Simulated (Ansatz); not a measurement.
# Ni: from a trial structure to a relaxed crystal

Computed with DFT PBE, scalar-relativistic, plane waves, PAW (Ansatz 0.2.0). Cutoff 420 eV, Γ-centred k mesh, Gaussian smearing, collinear spin, first started from parallel moments.

The start puts Ni on the beta-tin structure type (I4_1/amd, No. 141), at a guessed volume.

```xyz
2
Lattice="-2.1523 2.1523 1.1741 2.1523 -2.1523 1.1741 2.1523 2.1523 -1.1741" Properties=species:S:1:pos:R:3 pbc="T T T"
Ni    0.0000    0.0000    0.0000
Ni    0.0000    2.1523    0.5871
```

Cell and atoms relax at zero pressure; the relaxation can't lower the symmetry of the start. After a coarse first stage the cell is made exact in the group found at 0.06 Å.

Energies count from the standard state of Ni at the same level.

Problem. What does it relax into?

Solution. It keeps I4_1/amd (No. 141). The result has the beta-tin structure. Conventional cell: a = 4.455 Å, c = 2.421 Å. Around Ni lie 6 Ni at 2.31–2.42 Å.

```
Ni
1.0
    -2.22744    2.22744    1.21050
     2.22744   -2.22744    1.21050
     2.22744    2.22744   -1.21050
Ni
2
Direct
  0.00000 0.00000 0.00000
  0.75000 0.25000 0.50000
```

Problem. What are its volume, energy, gap and moment?

Solution. The volume per atom is 12.01 Å³. The density is 8.11 g/cm³. The energy over the standard structure is 0.46 eV/atom, the gap on the 26×26×26 mesh is 0 eV (a metal) and the net moment per atom is 0.67 μB. The largest site moment is 0.70 μB.

The final run used a 26×26×26 mesh on its 2-atom cell and 0.10 eV smearing. The k mesh leaves about 4 meV/atom of noise in metals. A structure relaxed within its symmetry needn't be a true minimum.